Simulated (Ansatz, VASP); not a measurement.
## FeO in VASP and in Ansatz

```
Fe O
1.0
     1.52773    0.88204    2.53246
    -1.52773    0.88204    2.53246
     0.00000   -1.76407    2.53246
Fe O
1 1
Cartesian
  0.0000 0.0000 0.0000
  0.0000 0.0000 3.7987
```

Change from the starting cell: volume scaled by 1.02.

Alike in both runs: task single point; functional PBE; k mesh 11 × 11 × 11; occupations fermi-dirac, width 0.05 eV; collinear spin, ferromagnetic start.

|  | VASP | Ansatz |
| --- | --- | --- |
| version | VASP 6.6.1 | Ansatz 0.2.0 |
| potentials or method | VASP PAW PBE potentials, release 64 (Fe, O) | Ansatz PAW |
| plane-wave cutoff (eV) | 520 | 420 |
| valence electrons in the cell | 14 | 22 |

|  | VASP | Ansatz | Ansatz less VASP |
| --- | --- | --- | --- |
| gap on the k mesh at the Fermi level (eV) | none | none | - |
| pressure (GPa) | -4.0 | -4.1 | -0.08 |
| largest component of the traceless stress (GPa) | 0.66 | 0.62 | -0.037 |
| net moment per atom (μB) | 2.00 | 2.00 | 0.000 |
| size of the moment on the site where the two differ most (μB) | 3.62 | 3.46 | -0.162 |

Site moments also hang on the region over which each program counts them. A gap of «none» marks a metal or a gap that the smearing closes. The two sets of potentials don't hold the same shells in valence.

Caveats: a cell with one magnetic atom can't hold antiferromagnetic order, which such compounds often take; semilocal functionals often make such compounds metallic where correlation or magnetic order opens a gap, which also shifts bond lengths; the pressure holds a Pulay correction of +0.6 GPa for the finite cutoff (Ansatz).
